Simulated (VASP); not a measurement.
# GaAs in VASP 6.6.1, relaxation

INCAR

```
IBRION = 2
LCHARG = .FALSE.
GGA = PS
LASPH = .TRUE.
LWAVE = .FALSE.
LREAL = .FALSE.
SIGMA = 0.02
NSW = 40
PREC = Single
NELM = 93
ISMEAR = -1
ENCUT = 600
ISIF = 3
EDIFF = 1E-7
NBANDS = 16
EDIFFG = -5E-3
NELECT = 18.1
```

KPOINTS

```
KPOINTS created by Atomic Simulation Environment
0
Gamma
8 8 8
0 0 0
```

POSCAR

```
Ga As
 1.0000000000000000
     0.0000000000000000    2.8718185906432154    2.8718185906432154
     2.8718185906432154    0.0000000000000000    2.8718185906432154
     2.8718185906432154    2.8718185906432154    0.0000000000000000
 Ga  As
   1   1
Cartesian
  0.0000000000000000  0.0000000000000000  0.0000000000000000
  1.4359092953216077  1.4359092953216077  1.4359092953216077
```

The recommended PBE PAW datasets give the neutral cell 18 valence electrons.

Command

```
mpirun -np 1 vasp_std
```

OSZICAR

```
N       E                     dE             d eps       ncg     rms          rms(c)
DAV:   1     0.877392274697E+02    0.87739E+02   -0.94372E+03   984   0.163E+03
DAV:   2    -0.187467589130E+01   -0.89614E+02   -0.85401E+02  1064   0.330E+02
DAV:   3    -0.872675324689E+01   -0.68521E+01   -0.68218E+01  1152   0.693E+01
DAV:   4    -0.883288868510E+01   -0.10614E+00   -0.10611E+00  1168   0.943E+00
DAV:   5    -0.883441763512E+01   -0.15290E-02   -0.15289E-02  1160   0.104E+00    0.290E+00
DAV:   6    -0.866075960388E+01    0.17366E+00   -0.23190E-01  1424   0.821E+00    0.171E+00
DAV:   7    -0.863172330085E+01    0.29036E-01   -0.55724E-02  1416   0.191E+00    0.538E-01
DAV:   8    -0.862977809732E+01    0.19452E-02   -0.87534E-03  1160   0.105E+00    0.908E-02
DAV:   9    -0.862992749852E+01   -0.14940E-03   -0.62483E-04  1200   0.317E-01    0.419E-02
DAV:  10    -0.862996821428E+01   -0.40716E-04   -0.57424E-05  1368   0.834E-02    0.228E-02
...
DAV:   8    -0.863437561219E+01   -0.54367E-07   -0.48941E-07  1096   0.580E-03
   2 F= -.86343756E+01 E0= -.86341265E+01  d E =-.438955E-02
       N       E                     dE             d eps       ncg     rms          rms(c)
DAV:   1    -0.864080070626E+01   -0.64251E-02   -0.74212E-02  1176   0.460E+00    0.447E-01
DAV:   2    -0.863603498200E+01    0.47657E-02   -0.78700E-03  1136   0.183E+00    0.203E-01
DAV:   3    -0.863485721594E+01    0.11778E-02   -0.12441E-03  1216   0.604E-01    0.455E-02
DAV:   4    -0.863475039503E+01    0.10682E-03   -0.12202E-04  1032   0.135E-01    0.160E-02
DAV:   5    -0.863473261666E+01    0.17778E-04   -0.11408E-05  1184   0.437E-02    0.263E-03
DAV:   6    -0.863473256062E+01    0.56039E-07   -0.49328E-07  1184   0.712E-03
   3 F= -.86347326E+01 E0= -.86344911E+01  d E =-.474650E-02
```

From OUTCAR

```
k-points           NKPTS =     29   k-points in BZ     NKDIM =     29   number of bands    NBANDS=     16

   NELECT =      18.1000    total number of electrons

   dimension x,y,z NGX =    32 NGY =   32 NGZ =   32
   dimension x,y,z NGXF=    32 NGYF=   32 NGZF=   32

  energy-cutoff  :      600.00
  volume of cell :       48.48
      direct lattice vectors                 reciprocal lattice vectors
    -0.000000000  2.894125299  2.894125299    -0.172763771  0.172763771  0.172763771
     2.894125299  0.000000000  2.894125299     0.172763771 -0.172763771  0.172763771
     2.894125299  2.894125299  0.000000000     0.172763771  0.172763771 -0.172763771

 k-points in reciprocal lattice and weights: KPOINTS created by Atomic Simulation Env
   0.00000000  0.00000000  0.00000000       0.002
   0.12500000  0.00000000  0.00000000       0.016
   0.25000000  0.00000000  0.00000000       0.016
   0.37500000  0.00000000  0.00000000       0.016
   0.50000000  0.00000000  0.00000000       0.008
   0.12500000  0.12500000  0.00000000       0.012
   0.25000000  0.12500000  0.00000000       0.047
   0.37500000  0.12500000  0.00000000       0.047
   ...

 E-fermi :   4.3925

 k-point     1 :       0.0000    0.0000    0.0000
  band No.  band energies     occupation
      1     -11.4412      2.00000
      2     -11.4412      2.00000
      3     -11.4412      2.00000
      4     -11.3768      2.00000
      5     -11.3768      2.00000
      6      -9.1061      2.00000
      7       3.1090      2.00000
      8       3.1670      2.00000
      9       3.1670      2.00000
     10       3.1670      2.00000
     11       6.8155      0.00000
     12       6.8155      0.00000
     13       6.8157      0.00000
     14      10.2636      0.00000
     15      13.0704      0.00000
     16      13.0704      0.00000

 k-point     2 :       0.1250    0.0000    0.0000
  band No.  band energies     occupation
      1     -11.4513      2.00000
      2     -11.4384      2.00000
      3     -11.4384      2.00000
      4     -11.3769      2.00000
      5     -11.3769      2.00000
      6      -8.9403      2.00000
      7       1.1229      2.00000
      8       2.9524      2.00000
      9       2.9525      2.00000
     10       4.3849      1.18892
     11       7.1361      0.00000
     12       7.1362      0.00000
     13       7.1463      0.00000
     14      11.1926      0.00000
     15      12.2300      0.00000
     16      12.2300      0.00000

 k-point     3 :       0.2500    0.0000    0.0000
  band No.  band energies     occupation
      1     -11.4740      2.00000
      2     -11.4322      2.00000
      3     -11.4322      2.00000
      4     -11.3765      2.00000
      5     -11.3765      2.00000
      6      -8.4786      2.00000
      7      -0.8836      2.00000
      8       2.5465      2.00000
      9       2.5465      2.00000
     10       4.3142      1.96086
     11       7.6263      0.00000
     12       7.6263      0.00000
     13       8.6886      0.00000
     14      11.7328      0.00000
     15      11.9811      0.00000
     16      11.9811      0.00000

 ...

  Total        0.0076663      0.0076663      0.0076663     -0.0000000      0.0000000     -0.0000000
  in kB        0.2533469      0.2533469      0.2533469     -0.0000000      0.0000000     -0.0000000
  external PRESSURE =       0.2533469 kB  Pullay stress =       0.0000000 kB

 POSITION                                       TOTAL-FORCE (eV/Angst)
 -----------------------------------------------------------------------------------
      0.00000      0.00000      0.00000        -0.000000     -0.000000     -0.000000
      1.44706      1.44706      1.44706         0.000000      0.000000      0.000000
 -----------------------------------------------------------------------------------
    total drift:                                0.000034      0.000034      0.000027

  FREE ENERGIE OF THE ION-ELECTRON SYSTEM (eV)
  ---------------------------------------------------
  free  energy   TOTEN  =        -8.6347325606 eV

  energy  without entropy=       -8.6342496440  energy(sigma->0) =       -8.63449110
```

| ionic step | ΔE (meV/atom) | volume (Å³) | largest force (eV/Å) | pressure (GPa) | electronic steps |
| --- | --- | --- | --- | --- | --- |
| 1 | 0.0 | 47.37 | 0.000 | 1.38 | 13 |
| 2 | -2.2 | 48.79 | 0.000 | -0.35 | 8 |
| 3 | -2.4 | 48.48 | 0.000 | 0.03 | 6 |

It converged. Results: relaxed cell vector lengths 4.093, 4.093, 4.093 Å; relaxed cell volume 48.48 Å³.

The cell is charged and sits in a uniform background.

For comparison, a separate PBEsol relaxation on usual settings, not on those above, ends at 45.38 Å³.

The run above took about 68 s on one core of a shared host (Intel Xeon Platinum 8488C) and held 0.14 GiB at most.
